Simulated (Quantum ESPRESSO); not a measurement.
# NaCl: dielectric tensor and Born charges under several settings

```
CELL_PARAMETERS angstrom
0.00000 2.79406 2.79406
2.79406 0.00000 2.79406
2.79406 2.79406 0.00000
ATOMIC_POSITIONS crystal
Cl 0.50000 0.50000 0.50000
Na 0.00000 0.00000 0.00000
```

The cell is a database's computed one.

All runs used Quantum ESPRESSO 7.5; k mesh 6 × 6 × 6, shifted; given cell; no spin polarisation; cutoff 612 eV; occupations smeared at first, fixed for the response.

```tsv
level	potentials	pressure (GPa)	ε∞ (diagonal)	Born charge of atom 1 (e)
LDA	GBRV 1.5 LDA	-1.8	2.62	-1.09
PBE	GBRV 1.5 PBE	1.6	2.53	-1.09
PBEsol	GBRV 1.5 PBEsol	?	?	?
WC	GBRV 1.5 PBE	0.5	2.58	-1.09
BLYP	GBRV 1.5 PBE	2.6	2.51	-1.09
AM05	GBRV 1.5 PBE	1.3	2.54	-1.10
```

Problem. What stands in the row left open?

Solution. Pressure 0.3 GPa; ε∞ 2.58; Born charge of atom 1 -1.09 e.

Caveats: the potentials were made for another functional, which shifts forces and pressure (some runs).
